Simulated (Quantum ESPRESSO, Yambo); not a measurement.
# AlAs (F-43m): changed settings of a GW run in Yambo

Aim: change inputs of a GW run on AlAs (F-43m) and see what moves.

Program: Yambo 5.3.0. Level of theory: PBE and many-body steps on it, plane waves. Results are calculated unless marked as measured.

## (1) Starting point

Symmetry: F-43m, No. 216, cubic system. Conventional cell: a = 5.661 Å, b = 5.661 Å, c = 5.661 Å, α = 90.00°, β = 90.00°, γ = 90.00°. Nearest to Al lie 4 As at 2.45 Å. As has 4 Al at 2.45 Å nearest. Farther neighbours are not listed.

Coordinates:

```cif
data_structure
_symmetry_space_group_name_H-M 'P 1'
_symmetry_Int_Tables_number 1
_cell_length_a 4.0028
_cell_length_b 4.0028
_cell_length_c 4.0028
_cell_angle_alpha 60.000
_cell_angle_beta 60.000
_cell_angle_gamma 60.000
_cell_volume 45.35
loop_
_atom_site_label
_atom_site_type_symbol
_atom_site_fract_x
_atom_site_fract_y
_atom_site_fract_z
_atom_site_occupancy
Al1 Al 0.00000 0.00000 0.00000 1
As2 As 0.25000 0.25000 0.25000 1
```

The cell and positions come from the Crystallography Open Database and are kept as given unless a step says otherwise.

## (2) Base

This step: Yambo 5.3.0; G0W0 on PBE, plane waves, norm-conserving pseudopotentials.

Now the one-shot GW correction: screening in the RPA, then the self-energy of the levels asked for.

gw2.in reads:

```
HF_and_locXC
gw0
dyson
ppa
em1d
rim_cut
RandQpts= 1000000
RandGvec= 1 RL
EXXRLvcs= 76 Ry
VXCRLvcs= 304 Ry
Chimod= "HARTREE"
% BndsRnXp
 1 | 127 |
%
NGsBlkXp= 10.5 Ry
% LongDrXp
 1 | 1 | 1 |
%
% GbndRnge
 1 | 127 |
%
DysSolver= "n"
ExtendOut
PPAPntXp= 27.21138 eV
% QPkrange
 1 | 1 | 8 | 11 |
 7 | 7 | 8 | 11 |
%
```

Started as:

```
$ OMP_NUM_THREADS=1 mpirun -n 4 yambo -F gw2.in -J gw2 -C gw2 > gw2.log
```

What it wrote:

```text
 Yambo, version 5.3.0

 [02] CORE Variables Setup
 =========================

  [... cell, symmetries and grids as in the set-up ...]

  [02.05] Energies & Occupations
  ==============================

  [X] === General ===
  [X] Electronic Temperature                        :  0.000000  0.000000 [eV K]
  [X] Bosonic    Temperature                        :  0.000000  0.000000 [eV K]
  [X] Finite Temperature mode                       : no
  [X] El. density                                   :  0.39692E+24 [cm-3]
  [X] Fermi Level                                   :  6.505537 [eV]

  [X] === Gaps and Widths ===
  [X] Conduction Band Min                           :  1.436385 [eV]
  [X] Valence Band Max                              :  0.000000 [eV]
  [X] Filled Bands                                  :   9
  [X] Empty Bands                                   :   10  300
  [X] Direct Gap                                    :  2.044983 [eV]
  [X] Direct Gap localized at k                     :  1
  [X] Indirect Gap                                  :  1.436385 [eV]
  [X] Indirect Gap between kpts                     :   1   7
  [X] Last valence band width                       :  2.822646 [eV]
  [X] 1st conduction band width                     :  2.893489 [eV]

 [03] Transferred momenta grid and indexing
 ==========================================

 IBZ Q-points                                      :   8
 BZ  Q-points                                      :   64

 K/Q-points units:
 rlu = crystal or reduced units; cc = cartesian coordinates; iku = interal k-units

 Q [1]          [rlu]:  0.000000  0.000000  0.000000
 Q [2]          [rlu]:  0.81056E-17  0.81056E-17  0.25000
 Q [3]          [rlu]: -0.16211E-16 -0.16211E-16 -0.50000
 Q [4]          [rlu]: -0.97223E-17  0.25000      0.25000
 Q [5]          [rlu]:  0.15221E-16  0.25000      0.50000
 Q [6]          [rlu]: -0.71722E-16  0.25000     -0.25000
 Q [7]          [rlu]:  0.19445E-16 -0.50000     -0.50000
 Q [8]          [rlu]:  0.250000 -0.500000 -0.250000

 [04] Coloumb potential Random Integration (RIM)
 ===============================================

  [04.01] RIM initialization
  ==========================

  * Diagonal components only detected *

  8 x (sBL volume)        :  0.101316 [a.u.]
  sBZ random points       :  1000000
  Points outside the sBZ  :   7968281
  RL volume               :  0.810531 [a.u.]
  Integrated volume       :  0.813757 [a.u.]

  [04.02] RIM integrals
  =====================

  Gamma point sphere radius             :  0.084562 [a.u.]
  Points outside the sphere             :   800476
  [Int_sBZ(q=0) 1/q^2]*(Vol_sBZ)^(-1/3) =:  7.776341
                                 should be <:  7.795600

  Summary of Coulomb integrals for non-metallic bands |Q|[au] RIM/Bare

  Q [1] 0.100000E-4 0.997530 * Q [2] 0.254334 1.068862
  Q [4] 0.293679 1.067204 * Q [6] 0.415325 1.029264
  Q [5] 0.487012 1.022872 * Q [3] 0.508667 1.020326
  Q [7] 0.587358 1.017560 * Q [8] 0.656687 1.014592

 [WARNING] [Xp] User bands 1-127 break level degeneracy

 [05] Dipoles
 ============

  [05.01] Setup: observables and procedures
  =========================================

 [06] Dynamic Dielectric Matrix (PPA)
 ====================================

 [WR./gw2//ndb.pp]---------------------------------------------------------------
  Brillouin Zone Q/K grids (IBZ/BZ)                :    8   64    8   64
  RL vectors                                       :   4279 [WF]
  Coulomb cutoff potential                         : none
  Electronic Temperature                           :  0.000000 [K]
  Bosonic    Temperature                           :  0.000000 [K]
  PPA    diel. fun.  energies                      : Perdew, Burke & Ernzerhof(X)+Perdew, Burke & Ernzerhof(C)
  wavefunctions                                    : Perdew, Burke & Ernzerhof(X)+Perdew, Burke & Ernzerhof(C)
  Global Gauge                                     : length
  X matrix size                                    :  181
  X band range                                     :    1  127
  X e/h energy range                               : -1.000000 -1.000000 [eV]
  X Time ordering                                  : R
  X Hxc Kernel                                     : HARTREE
  X Drude frequency                                :  0.000000  0.000000
  X poles                                          :  100.0000 [o/o]
  RL vectors in the sum                            :   4279
  [r,Vnl] included                                 : yes
  Field direction                                  :  0.577350E-5  0.577350E-5  0.577350E-5
  BZ energy Double Grid                            : no
  BZ energy DbGd points                            : 0
  BZ Q point size factor                           : -1.000000
  X Optical Averaged directions                    : none

 [07] Local Exchange-Correlation + Non-Local Fock
 ================================================

 [VXC] Plane waves :  27317
 [EXS] Plane waves :   3527

 QP @ state[ 1 ] K range:  1  1
 QP @ state[ 1 ] b range:   8  11
 QP @ state[ 2 ] K range:   7   7
 QP @ state[ 2 ] b range:   8  11

 [xc] Functional : Perdew, Burke & Ernzerhof(X)+Perdew, Burke & Ernzerhof(C)
 [xc] LIBXC used to calculate xc functional
  PP Number of Atomic Species                      :  2
  NLCC RL compoments                               :  27317
  PP Number of Atomic Species                      :  2
  NLCC RL compoments                               :  27317

 [xc] E_xc :  -11.78303 [Ha]
      E_xc :  -23.56606 [Ry]

  Local XC kind (lXC) : Perdew, Burke & Ernzerhof(X)+Perdew, Burke & Ernzerhof(C)
  Non-Local XC kind (nlXC) : Hartree-Fock

  Corrections @ K [1] :  [eV]
 <8|nlXC|8> = -15.18115  0.56578E-17 <8|lXC|8> = -12.47958 -0.18882E-15
 <9|nlXC|9> = -15.18119  0.85597E-17 <9|lXC|9> = -12.47958 -0.18882E-15
 <10|nlXC|10> = -7.646070  0.62677E-17 <10|lXC|10> = -11.50547  0.11801E-16
 <11|nlXC|11> = -4.905971 -0.46906E-17 <11|lXC|11> = -9.416382  0.94408E-16

  Corrections @ K [7] :  [eV]
 <8|nlXC|8> = -14.54787  0.12815E-16 <8|lXC|8> = -11.21427  0.47204E-16
 <9|nlXC|9> = -14.54786 -0.44628E-18 <9|lXC|9> = -11.21427 -0.23602E-16
 <10|nlXC|10> = -4.643998 -0.94592E-18 <10|lXC|10> = -8.298672  0.17702E-16
 <11|nlXC|11> = -5.133939 -0.87347E-18 <11|lXC|11> = -8.962423 -0.70806E-16

 [08] Dyson equation: Newton solver
 ==================================

  [08.01] G0W0 (W PPA)
  ====================

  [  GW  ] Bands range     :    1  127
  [GW/PPA] G damping       :  0.100000 [eV]

  QP @ state[ 1 ] K range:  1  1
  QP @ state[ 1 ] b range:   8  11
  QP @ state[ 2 ] K range:   7   7
  QP @ state[ 2 ] b range:   8  11

   Sc/G bands                                       :    1  127
   Sc/G damping                                     :  0.100000 ev
   Sc bands terminator                              : no
   Sx RL components                                 :   3527

   QP @ state[ 1 ] K range                          :  1  1
   QP @ state[ 1 ] b range                          :   8  11
   QP @ state[ 2 ] K range                          :   7   7
   QP @ state[ 2 ] b range                          :   8  11
   GF energies kind                                 : Perdew, Burke & Ernzerhof(X)+Perdew, Burke & Ernzerhof(C)
   GF WF`s kind                                     : Perdew, Burke & Ernzerhof(X)+Perdew, Burke & Ernzerhof(C)
   Xs energies kind                                 : Perdew, Burke & Ernzerhof(X)+Perdew, Burke & Ernzerhof(C)
   Xs WF`s kind                                     : Perdew, Burke & Ernzerhof(X)+Perdew, Burke & Ernzerhof(C)

 [11] Game Over & Game summary
```

The job ended after 64 s (4 MPI ranks of Arm Neoverse V1, shared host; peak memory 1.6 GiB; 4.2 min of CPU time).

This step gave:

```yaml
g0w0_gap_on_the_points_computed: 2.502 eV
starting_gap_on_the_mesh: 1.436 eV
k_of_the_valence_top: 0, 0, 0
k_of_the_conduction_bottom: 0, -0.5, -0.5
least_direct_g0w0_gap_on_the_computed_points: 3.130 eV
z_at_the_valence_top: 0.7880
z_at_the_conduction_bottom: 0.8050
```

The gap on the mesh goes from 1.44 eV to 2.50 eV, a correction of +1.07 eV.

## (3) Pole fitted at another frequency

gw6.in, as its differences from gw2.in of step 2:

```diff
@@ -23,3 +23,3 @@
 ExtendOut
-PPAPntXp= 27.21138 eV
+PPAPntXp= 10 eV
 % QPkrange
```

Started as:

```
$ OMP_NUM_THREADS=1 mpirun -n 4 yambo -F gw6.in -J gw6 -C gw6 > gw6.log
```

What it wrote:

```text
 Yambo, version 5.3.0

 [02] CORE Variables Setup
 =========================

  [... cell, symmetries and grids as in the set-up ...]

  [02.05] Energies & Occupations
  ==============================

  [X] === General ===
  [X] Electronic Temperature                        :  0.000000  0.000000 [eV K]
  [X] Bosonic    Temperature                        :  0.000000  0.000000 [eV K]
  [X] Finite Temperature mode                       : no
  [X] El. density                                   :  0.39692E+24 [cm-3]
  [X] Fermi Level                                   :  6.505537 [eV]

  [X] === Gaps and Widths ===
  [X] Conduction Band Min                           :  1.436385 [eV]
  [X] Valence Band Max                              :  0.000000 [eV]
  [X] Filled Bands                                  :   9
  [X] Empty Bands                                   :   10  300
  [X] Direct Gap                                    :  2.044983 [eV]
  [X] Direct Gap localized at k                     :  1
  [X] Indirect Gap                                  :  1.436385 [eV]
  [X] Indirect Gap between kpts                     :   1   7
  [X] Last valence band width                       :  2.822646 [eV]
  [X] 1st conduction band width                     :  2.893489 [eV]

 [03] Transferred momenta grid and indexing
 ==========================================

 IBZ Q-points                                      :   8
 BZ  Q-points                                      :   64

 K/Q-points units:
 rlu = crystal or reduced units; cc = cartesian coordinates; iku = interal k-units

 Q [1]          [rlu]:  0.000000  0.000000  0.000000
 Q [2]          [rlu]:  0.81056E-17  0.81056E-17  0.25000
 Q [3]          [rlu]: -0.16211E-16 -0.16211E-16 -0.50000
[...]
NLCC RL compoments                               :  27317
  PP Number of Atomic Species                      :  2
  NLCC RL compoments                               :  27317

 [xc] E_xc :  -11.78303 [Ha]
      E_xc :  -23.56606 [Ry]

  Local XC kind (lXC) : Perdew, Burke & Ernzerhof(X)+Perdew, Burke & Ernzerhof(C)
  Non-Local XC kind (nlXC) : Hartree-Fock

  Corrections @ K [1] :  [eV]
 <8|nlXC|8> = -15.18115  0.56578E-17 <8|lXC|8> = -12.47958 -0.18882E-15
 <9|nlXC|9> = -15.18119  0.85597E-17 <9|lXC|9> = -12.47958 -0.18882E-15
 <10|nlXC|10> = -7.646070  0.62677E-17 <10|lXC|10> = -11.50547  0.11801E-16
[...]
Corrections @ K [7] :  [eV]
[...]
<10|nlXC|10> = -4.643998 -0.94592E-18 <10|lXC|10> = -8.298672  0.17702E-16
 <11|nlXC|11> = -5.133939 -0.87347E-18 <11|lXC|11> = -8.962423 -0.70806E-16

 [08] Dyson equation: Newton solver
 ==================================

  [08.01] G0W0 (W PPA)
  ====================

  [  GW  ] Bands range     :    1  127
  [GW/PPA] G damping       :  0.100000 [eV]

  QP @ state[ 1 ] K range:  1  1
  QP @ state[ 1 ] b range:   8  11
  QP @ state[ 2 ] K range:   7   7
  QP @ state[ 2 ] b range:   8  11

   Sc/G bands                                       :    1  127
   Sc/G damping                                     :  0.100000 ev
   Sc bands terminator                              : no
   Sx RL components                                 :   3527

   QP @ state[ 1 ] K range                          :  1  1
   QP @ state[ 1 ] b range                          :   8  11
   QP @ state[ 2 ] K range                          :   7   7
   QP @ state[ 2 ] b range                          :   8  11
   GF energies kind                                 : Perdew, Burke & Ernzerhof(X)+Perdew, Burke & Ernzerhof(C)
   GF WF`s kind                                     : Perdew, Burke & Ernzerhof(X)+Perdew, Burke & Ernzerhof(C)
   Xs energies kind                                 : Perdew, Burke & Ernzerhof(X)+Perdew, Burke & Ernzerhof(C)
   Xs WF`s kind                                     : Perdew, Burke & Ernzerhof(X)+Perdew, Burke & Ernzerhof(C)

 [11] Game Over & Game summary
```

Run time: 63 s. Hardware: 4 MPI ranks; peak memory 1.6 GiB.

Numbers from this step:

```
G0W0 gap on the points computed              : 2.450 eV
starting gap on the mesh                     : 1.436 eV
k of the valence top                         : 0, 0, 0
k of the conduction bottom                   : 0, -0.5, -0.5
least direct G0W0 gap on the computed points : 3.087 eV
Z at the valence top                         : 0.7718
Z at the conduction bottom                   : 0.7908
```

Against G0W0 in Yambo (4×4×4 mesh, 127 bands, screening to 142.9 eV, Godby-Needs plasmon pole), the gap moves by −0.052 eV.

## (4) More G vectors in the random integration

gw7.in reads:

```
HF_and_locXC
gw0
dyson
ppa
em1d
rim_cut
RandQpts= 1000000
RandGvec= 59 RL
EXXRLvcs= 76 Ry
VXCRLvcs= 304 Ry
Chimod= "HARTREE"
% BndsRnXp
 1 | 127 |
%
NGsBlkXp= 10.5 Ry
% LongDrXp
 1 | 1 | 1 |
%
% GbndRnge
 1 | 127 |
%
DysSolver= "n"
ExtendOut
PPAPntXp= 27.21138 eV
% QPkrange
 1 | 1 | 8 | 11 |
 7 | 7 | 8 | 11 |
%
QpgFull
```

Started as:

```
$ OMP_NUM_THREADS=1 mpirun -n 4 yambo -F gw7.in -J gw7,gw2_W -C gw7 > gw7.log
```

What it wrote:

```text
 Yambo, version 5.3.0

 [02] CORE Variables Setup
 =========================

  [... cell, symmetries and grids as in the set-up ...]

  [02.05] Energies & Occupations
  ==============================

  [X] === General ===
  [X] Electronic Temperature                        :  0.000000  0.000000 [eV K]
  [X] Bosonic    Temperature                        :  0.000000  0.000000 [eV K]
  [X] Finite Temperature mode                       : no
  [X] El. density                                   :  0.39692E+24 [cm-3]
[...]
QP @ state[ 1 ] b range                          :   8  11
   QP @ state[ 2 ] K range                          :   7   7
   QP @ state[ 2 ] b range                          :   8  11
   GF energies kind                                 : Perdew, Burke & Ernzerhof(X)+Perdew, Burke & Ernzerhof(C)
   GF WF`s kind                                     : Perdew, Burke & Ernzerhof(X)+Perdew, Burke & Ernzerhof(C)
   Xs energies kind                                 : Perdew, Burke & Ernzerhof(X)+Perdew, Burke & Ernzerhof(C)
   Xs WF`s kind                                     : Perdew, Burke & Ernzerhof(X)+Perdew, Burke & Ernzerhof(C)

 [11] Game Over & Game summary
```

Wall time 97 s (4 MPI ranks); peak memory 1.6 GiB; 6.5 min of CPU time.

This step gave:

| Quantity | Value |
| --- | --- |
| G0W0 gap on the points computed | 2.518 eV |
| starting gap on the mesh | 1.436 eV |
| k of the valence top | 0, 0, 0 |
| k of the conduction bottom | 0, -0.5, -0.5 |
| least direct G0W0 gap on the computed points | 3.139 eV |

Against G0W0 in Yambo (4×4×4 mesh, 127 bands, screening to 142.9 eV, Godby-Needs plasmon pole), the gap moves by +0.017 eV.

## (5) More bands than the database holds

gw8.in reads:

```
HF_and_locXC
gw0
dyson
ppa
em1d
rim_cut
RandQpts= 1000000
RandGvec= 1 RL
EXXRLvcs= 76 Ry
VXCRLvcs= 304 Ry
Chimod= "HARTREE"
% BndsRnXp
 1 | 900 |
%
NGsBlkXp= 10.5 Ry
% LongDrXp
 1 | 1 | 1 |
%
% GbndRnge
 1 | 900 |
%
DysSolver= "n"
ExtendOut
PPAPntXp= 27.21138 eV
% QPkrange
 1 | 1 | 8 | 11 |
 7 | 7 | 8 | 11 |
%
```

Started as:

```
$ OMP_NUM_THREADS=1 mpirun -n 4 yambo -F gw8.in -J gw8 -C gw8 > gw8.log
```

What it wrote:

```text
 Yambo, version 5.3.0

 [02] CORE Variables Setup
 =========================

  [... cell, symmetries and grids as in the set-up ...]

  [02.05] Energies & Occupations
  ==============================

  [X] === General ===
  [X] Electronic Temperature                        :  0.000000  0.000000 [eV K]
  [X] Bosonic    Temperature                        :  0.000000  0.000000 [eV K]
  [X] Finite Temperature mode                       : no
  [X] El. density                                   :  0.39692E+24 [cm-3]
  [X] Fermi Level                                   :  6.505537 [eV]

  [X] === Gaps and Widths ===
  [X] Conduction Band Min                           :  1.436385 [eV]
  [X] Valence Band Max                              :  0.000000 [eV]
  [X] Filled Bands                                  :   9
  [X] Empty Bands                                   :   10  300
  [X] Direct Gap                                    :  2.044983 [eV]
  [X] Direct Gap localized at k                     :  1
  [X] Indirect Gap                                  :  1.436385 [eV]
  [X] Indirect Gap between kpts                     :   1   7

[ERROR] STOP signal received while in[05.01] Setup: observables and procedures
[ERROR] Error in parallel wf distribution (Dipole ic)
```

The job ended after 2.8 s (4 MPI ranks; peak memory 0.98 GiB).

The run stopped with an error after 2.8 s.

The program's words: [ERROR] STOP signal received while in[05.01] Setup: observables and procedures [ERROR] Error in parallel wf distribution (Dipole ic)

The fault put into this input: more bands than the database holds.

## (6) The runs together

Times are wall times on 4 MPI ranks of Arm Neoverse V1, shared host, good to a factor of about two.

```csv
run,mesh,bands,screening cutoff (eV),DFT gap (eV),gap on the mesh (eV),direct (eV),time
base,4×4×4,127,142.9,1.436,2.502,3.130,64 s
pole fitted at another frequency,4×4×4,127,142.9,1.436,2.450,3.087,63 s
more G vectors in the random integration,4×4×4,127,142.9,1.436,2.518,3.139,97 s
```

## (7) What came out

| Quantity | Value |
| --- | --- |
| base | 2.502 eV |
| pole fitted at another frequency | 2.450 eV |
| more G vectors in the random integration | 2.518 eV |
| known limits | not at the basis limit; exchange with frozen shells missing; no spin-orbit coupling; coarse k mesh |

**Reading.** Pole fitted at another frequency: −0.052 eV against base (keys changed: PPAPntXp). More G vectors in the random integration: +0.017 eV against base (keys changed: RandGvec and QpgFull; the shift is their joint effect). Bands and cutoff are finite, so the gap is not at the basis limit. The miss can reach some tenths of an eV and take either sign; the mesh is an error of its own. In the G0W0 runs levels were corrected at 2 k points alone, so a gap called «on the mesh» is the least over those, and an edge elsewhere would be missed. The 4×4×4 mesh is coarse for this cell, which bears on the long-range parts of exchange and screening. The norm-conserving file of at least one element keeps a d shell over frozen s and p shells of the same row. Exchange with those shells is missing from the self-energy, an error of 0.3 to 0.9 eV in cases checked, whose sign depends on which edge lies on those atoms. The many-body steps are scalar-relativistic: spin-orbit coupling is not in them.

[Paths, hosts, dates, memory and timing lines, banners, echoed tables and standing remarks are left out of the program output.]

[Logs are printed without paths, hosts, clocks, repeated set-up lines and the standing remarks that a program may print on its own settings, such as how far it seeks lower states.]

[Runs of the session that timed out or met a known fault of the program may be left out.]

[Hosts, paths, dates, database ids (printed as entryN), source tags and the programs' standing remarks are cut or masked in the printed files.]
